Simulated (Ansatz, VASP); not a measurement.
**Hf in VASP and in Ansatz**

```xyz
1
Lattice="0.0000 2.2728 2.2728 2.2728 0.0000 2.2728 2.2728 2.2728 0.0000" Properties=species:S:1:pos:R:3 pbc="T T T"
Hf    0.0000    0.0000    0.0000
```

Alike in both runs: task single point; functional PBE; k mesh 14 × 14 × 14; occupations fermi-dirac, width 0.1 eV; no spin polarisation.

|  | VASP | Ansatz |
| --- | --- | --- |
| version | VASP 6.6.1 | Ansatz 0.2.0 |
| potentials or method | VASP PAW PBE potentials, release 64 (Hf_pv) | plane waves (420 eV) with PAW, scalar-relativistic |
| plane-wave cutoff (eV) | 520 | 420 |
| valence electrons in the cell | 10 | 26 |

|  | VASP | Ansatz | Ansatz less VASP |
| --- | --- | --- | --- |
| pressure (GPa) | -4.1 | -3.7 | +0.43 |

The two sets of potentials don't hold the same shells in valence.

The runs have no spin-orbit coupling, so splittings on Hf are missing.
